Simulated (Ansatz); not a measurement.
# How SrTiO₃ stores the work of compression

All numbers below come from DFT r2SCAN+U, scalar-relativistic, plane waves, PAW (Ansatz). (500 eV cutoff, 6×6×6 k-mesh, Gaussian smearing of 0.02 eV, no spin polarisation, U_eff Ti 4.0 eV on d shells)

The relaxed crystal:

```
Sr Ti O
1.0
     3.91771    0.00000    0.00000
     0.00000    3.91771    0.00000
     0.00000    0.00000    3.91771
Sr Ti O
1 1 3
Direct
  0.00000 0.00000 0.00000
  0.50000 0.50000 0.50000
  0.50000 0.00000 0.50000
  0.50000 0.50000 0.00000
  0.00000 0.50000 0.50000
```

Cell and atoms were relaxed at each target pressure within the start's symmetry (Pm-3m), at zero temperature; other phases can be more stable under pressure. H = E + PV with P the target; E is the free energy at the smearing used, whose derivative the pressure is, per atom and counted from zero pressure.

```tsv
P (GPa)	V (Å³/atom)	E − E0 (meV)	H − H0 (meV)
0	12.026	0.0	0.0
3	11.844	1.7	223.5
8	11.565	11.2	588.6
15	11.225	35.3	1086.3
30	10.637	116.6	2108.4
60	9.787	350.0	4015.2
```

Q: Thermodynamics gives dH/dP = V along a relaxed path. Integrate V over P by the trapezoid rule and compare with the computed enthalpies.

A: With 1 eV/Å³ = 160.22 GPa, each step adds the mean volume times ΔP / 160.22:
| P (GPa) | ∫V dP (meV) | H − H0 (meV) | difference (meV) |
| --- | --- | --- | --- |
| 3 | 223.5 | 223.5 | 0.0 |
| 8 | 588.7 | 588.6 | 0.1 |
| 15 | 1086.6 | 1086.3 | 0.3 |
| 30 | 2110.0 | 2108.4 | 1.6 |
| 60 | 4022.2 | 4015.2 | 7.0 |

V(P) curves upward, so the trapezoid rule runs high; integrating a smooth curve through the same points puts that excess at about 6.4 meV at 60 GPa, against the 7.0 meV found.

Q: At 60 GPa, how much of the enthalpy change is stored energy and how much is the PV term?

A: E rises by 350 meV/atom and PV is 60 × 9.787 / 160.22 = 3665 meV/atom, so PV makes 91 % of ΔH. So between rival structures at high pressure a small difference in volume can outweigh the difference in energy: 1 % of this volume is worth 36.7 meV/atom at this pressure.

Q: What bulk modulus do the lowest pressures give?

A: From the pressures that the runs reached, -2.99 GPa (12.230 Å³) and 3.00 GPa (11.844 Å³), B = −ΔP/Δln V = 5.99 / 0.0321 = 186 GPa, a mean over that range.

Q: The gap is 2.737 eV at -2.99 GPa and 2.826 eV at 3.00 GPa. What pressure coefficient and volume deformation potential follow?

A: dE_g/dP = 14.7 meV/GPa, and a_V = dE_g/d ln V = −B dE_g/dP = -2.74 eV. If the edges move to other points of the zone within the range, this is a mean of two slopes. Gaps are generalised Kohn–Sham gaps over the whole zone.

Symmetry holds off the tilts and polar distortions that many cubic perovskites undergo.